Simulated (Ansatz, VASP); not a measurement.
# Two plane-wave programs on Y

INCAR

```
PREC = Accurate
ENCUT = 520
EDIFF = 1E-6
ISMEAR = -1
SIGMA = 0.1
LREAL = False
LASPH = True
NELM = 60
ALGO = Normal
ISIF = 2
LWAVE = False
LCHARG = False
GGA = RP
NBANDS = 12
```

Contents of KPOINTS:

```
Automatic mesh
0
Gamma
  11 11 11
```

POSCAR

```
Y
1.0
    3.4107403194      0.0000000000      0.0000000000
    0.0000000000      3.4107403194      0.0000000000
    0.0000000000      0.0000000000      3.4107403194
Y
1
Direct
    0.0000000000      0.0000000000      0.0000000000
```

Input for Ansatz:

```yaml
crystal:
  lattice:
    - [3.4107403194, 0.0, 0.0]
    - [0.0, 3.4107403194, 0.0]
    - [0.0, 0.0, 3.4107403194]
  atoms:
    - { symbol: "Y", position: [0.0, 0.0, 0.0] }
hamiltonian:
  xc: rpbe
  pseudopotentials:
    kind: paw
    azcp:
      "Y": "pseudopotentials/Y.paw.azcp"
basis:
  ecutwfc: 420
  fft_grid_basis: typed
kpoints:
  mp_grid: { grid: [11, 11, 11], shift: [0, 0, 0] }
magnetization:
  spin_polarized: false
scf:
  occupations: { method: fermi_dirac, width: 0.1 }
  lower_state_search: "off"
output:
  stress: true
  write_density: true
  write_potential: true
  elf: true
  volumetric_format: npy
```

Alike in both runs: task single point; functional RPBE; k mesh 11 × 11 × 11; occupations fermi-dirac, width 0.1 eV; no spin polarisation.

|  | VASP | Ansatz |
| --- | --- | --- |
| version | VASP 6.6.1 | Ansatz 0.2.0 |
| potentials or method | VASP PAW PBE potentials, release 64 (Y_sv) | plane waves (420 eV) with PAW, scalar-relativistic |
| plane-wave cutoff (eV) | 520 | 420 |
| valence electrons in the cell | 11 | 11 |

|  | VASP | Ansatz | Ansatz less VASP |
| --- | --- | --- | --- |
| pressure (GPa) | -1.8 | -1.7 | +0.05 |

Caveats: the PAW data sets were made with another functional, which shifts forces and pressure a little (VASP).
